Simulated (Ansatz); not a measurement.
The system is HfO2.

```
Hf O
1.0
     5.11800    0.00000    0.00000
     0.00000    5.18570    0.00000
    -0.85866    0.00000    5.21387
Hf O
4 8
Direct
  0.27550 0.46030 0.70800
  0.72450 0.96030 0.79200
  0.72450 0.53970 0.29200
  0.27550 0.03970 0.20800
  0.07420 0.16840 0.84670
  0.92580 0.66840 0.65330
  0.92580 0.83160 0.15330
  0.07420 0.33160 0.34670
  0.44870 0.74190 0.98010
  0.55130 0.24190 0.51990
  0.55130 0.25810 0.01990
  0.44870 0.75810 0.48010
```

| Property | Result |
| --- | --- |
| Program | Ansatz 0.2.0 |
| Task | relaxation of cell and atoms |
| Functional | PBEsol |
| Dispersion | D3(BJ) |
| Potentials or basis | Ansatz PAW |
| Cutoff | 420 eV (not typed: the program's choice for these potentials) |
| k mesh | 5 × 5 × 5 |
| Occupations | fermi-dirac, width 0.05 eV |
| Spin | no spin polarisation |

At the start: volume 11.53 Å³/atom.

How do energy, volume and symmetry change on relaxing?

It ends after 10 steps and the volume is 11.22 Å³/atom (-2.7 %); space group P2_1/c (No. 14, to 0.05 Å).

Step by step:
| step | energy change (eV) | largest force (eV/Å) | volume (Å³) |
| --- | --- | --- | --- |
| 1 | 0.0000 | 0.4477 | 138.38 |
| 2 | -0.0679 | 0.2504 | 134.78 |
| 3 | -0.0884 | 0.0856 | 135.44 |
| 4 | -0.0928 | 0.0691 | 135.41 |
| 5 | -0.0997 | 0.0355 | 134.99 |
| 6 | -0.1008 | 0.0163 | 134.87 |
| 7 | -0.1009 | 0.0047 | 134.85 |
| 8 | -0.0848 | 0.0049 | 134.85 |
| 9 | -0.0858 | 0.0026 | 134.69 |
| 10 | -0.0851 | 0.0026 | 134.69 |

Final structure:
```cif
data_structure
_symmetry_space_group_name_H-M 'P 1'
_symmetry_Int_Tables_number 1
_cell_length_a 5.0573
_cell_length_b 5.1734
_cell_length_c 5.2169
_cell_angle_alpha 90.000
_cell_angle_beta 99.312
_cell_angle_gamma 90.000
_cell_volume 134.69
loop_
_atom_site_label
_atom_site_type_symbol
_atom_site_fract_x
_atom_site_fract_y
_atom_site_fract_z
_atom_site_occupancy
Hf1 Hf 0.27769 0.45768 0.70835 1
Hf2 Hf 0.72231 0.95768 0.79165 1
Hf3 Hf 0.72231 0.54232 0.29165 1
Hf4 Hf 0.27769 0.04232 0.20835 1
O1 O 0.07628 0.15300 0.83248 1
O2 O 0.92372 0.65300 0.66752 1
O3 O 0.92372 0.84700 0.16752 1
O4 O 0.07628 0.34700 0.33248 1
O5 O 0.44531 0.74067 0.98235 1
O6 O 0.55469 0.24067 0.51765 1
O7 O 0.55469 0.25933 0.01765 1
O8 O 0.44531 0.75933 0.48235 1
```

Caveat: the plane-wave basis is chosen anew once the cell has moved, so the energies of steps on either side of that aren't comparable; the pressure holds a Pulay correction of +0.9 GPa for the finite cutoff; the PAW data sets come from PBE, with cores solved anew for the run's functional, which leaves a small shift of forces and pressure.
